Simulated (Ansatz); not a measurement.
Si: projected density of states with PBEsol-PBE

Crystal: Si.

```xyz
2
Lattice="0.0000 2.7219 2.7219 2.7219 0.0000 2.7219 2.7219 2.7219 0.0000" Properties=species:S:1:pos:R:3 pbc="T T T"
Si    2.7219    2.7219    2.7219
Si    4.0828    4.0828    4.0828
```

* Program: Ansatz 0.2.0
* Task: projected density of states
* Functional: PBEsol-PBE
* Potentials or basis: all-electron LAPW, scalar-relativistic
* Cutoff: 241 eV (chosen from the basis error)
* Basis error allowed: 0.0005 eV/atom
* k mesh: 6 × 6 × 6
* Occupations: methfessel-paxton, width 0.05 eV
* Spin: non-collinear spin, ferromagnetic start
* Starting moments: [[0.5, 0.0, 0.0], [0.5, 0.0, 0.0]] μB

| Quantity | Value |
| --- | --- |
| Pressure | -1.1 GPa |
| Band gap on the k mesh | 0.54 eV, indirect (least direct gap 2.48 eV) |
| Band gap along the path | 0.41 eV, indirect (least direct gap 2.48 eV) |
| Net moment | 0.00 μB per cell |
| Absolute moment | 0.00 μB per cell |

Levels at the corners of the path, in eV from the valence-band top:
| point | band 20 | band 21 | band 22 | band 23 | band 24 | band 25 | band 26 | band 27 | band 28 | band 29 |
| --- | --- | --- | --- | --- | --- | --- | --- | --- | --- | --- |
| Γ | 0.00 | 0.00 | 0.00 | 0.00 | 0.00 | 2.48 | 2.48 | 2.48 | 2.48 | 2.48 |
| X | -7.82 | -2.88 | -2.88 | -2.88 | -2.88 | 0.54 | 0.54 | 0.54 | 0.54 | 9.99 |
| W | -7.65 | -3.92 | -3.92 | -3.92 | -3.92 | 4.13 | 4.13 | 4.13 | 4.13 | 4.89 |
| K | -7.23 | -4.38 | -4.38 | -2.45 | -2.45 | 1.04 | 1.04 | 3.99 | 3.99 | 7.36 |
| Γ | 0.00 | 0.00 | 0.00 | 0.00 | 0.00 | 2.48 | 2.48 | 2.48 | 2.48 | 2.48 |
| L | -7.01 | -1.21 | -1.21 | -1.21 | -1.21 | 1.42 | 1.42 | 3.23 | 3.23 | 3.23 |
| U | -7.23 | -4.38 | -4.38 | -2.45 | -2.45 | 1.04 | 1.04 | 3.99 | 3.99 | 7.36 |
| W | -7.65 | -3.92 | -3.92 | -3.92 | -3.92 | 4.13 | 4.13 | 4.13 | 4.13 | 4.89 |

States per cell in windows of 1 eV (zero at the valence-band top; states under -8 eV left out):
| from (eV) | total | Si1 3p | Si2 3p | Si1 3s | Si2 3s | Si1 2s | Si2 2s |
| --- | --- | --- | --- | --- | --- | --- | --- |
| -8.0 | 0.20 | 0.05 | 0.05 | 0.06 | 0.06 | 0.00 | 0.00 |
| -7.0 | 0.96 | 0.27 | 0.27 | 0.21 | 0.21 | 0.00 | 0.00 |
| -6.0 | 0.40 | 0.12 | 0.12 | 0.08 | 0.08 | 0.00 | 0.00 |
| -5.0 | 0.40 | 0.15 | 0.15 | 0.05 | 0.05 | 0.00 | 0.00 |
| -4.0 | 1.23 | 0.56 | 0.56 | 0.05 | 0.05 | 0.00 | 0.00 |
| -3.0 | 1.50 | 0.70 | 0.70 | 0.04 | 0.04 | 0.00 | 0.00 |
| -2.0 | 1.09 | 0.53 | 0.53 | 0.01 | 0.01 | 0.00 | 0.00 |
| -1.0 | 0.24 | 0.12 | 0.12 | 0.00 | 0.00 | 0.00 | 0.00 |
| 0.0 | 0.09 | 0.02 | 0.02 | 0.01 | 0.01 | 0.00 | 0.00 |
| 1.0 | 0.82 | 0.23 | 0.23 | 0.12 | 0.12 | 0.00 | 0.00 |
| 2.0 | 1.40 | 0.40 | 0.40 | 0.15 | 0.15 | 0.00 | 0.00 |
| 3.0 | 1.87 | 0.55 | 0.55 | 0.13 | 0.13 | 0.00 | 0.00 |
| 4.0 | 1.02 | 0.30 | 0.30 | 0.05 | 0.05 | 0.00 | 0.00 |
| 5.0 | 0.72 | 0.20 | 0.20 | 0.04 | 0.04 | 0.00 | 0.00 |

Moments on the atoms (μB; x, y, z):
```
Si  0.00 0.00 0.00
Si  0.00 0.00 0.00
```

Wall time 50 s on 1 thread of Arm Neoverse V1, on a shared host, peak memory 0.34 GiB.

Caveat: the program listed the state as in doubt; the mesh misses the band edges, which the band path finds closer together; the starting moments weren't kept.
